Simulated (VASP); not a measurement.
Here is a VASP 6.6.1 calculation.

The input INCAR:

```
ALGO = Fast
EDIFF = 1E-7
EDIFFG = -0.01
ENCUT = 600
GGA = PE
IBRION = 2
ISIF = 2
ISMEAR = 1
LASPH = T
LCHARG = F
LREAL = F
LWAVE = F
NELM = 80
NSW = 40
PREC = Accurate
SIGMA = 0.1
```

KPOINTS

```
k-points
0
Gamma
  14 14 14
```

The input POSCAR:

```
Bi                                      
1.0
   -1.9898760952      1.9898760952      1.9898760952
    1.9898760952     -1.9898760952      1.9898760952
    1.9898760952      1.9898760952     -1.9898760952
  Bi            
     1
Direct
     0.0000000000000000    0.0000000000000000    0.0000000000000000
```

Potentials or basis: VASP PAW PBE potentials, release 64 (Bi_d).

Command:

```bash
$ cat potpaw_PBE.64/Bi_d/POTCAR > POTCAR
$ mpirun -np 1 vasp_std > vasp.out
```

(1) What does it give for the band gap on the k mesh?

Answers

(1) none (metal or under the smearing width).

Caveat: the relaxation stopped at its first step, so nothing moved; spin-orbit coupling is left out, which moves the levels of the heavy elements.
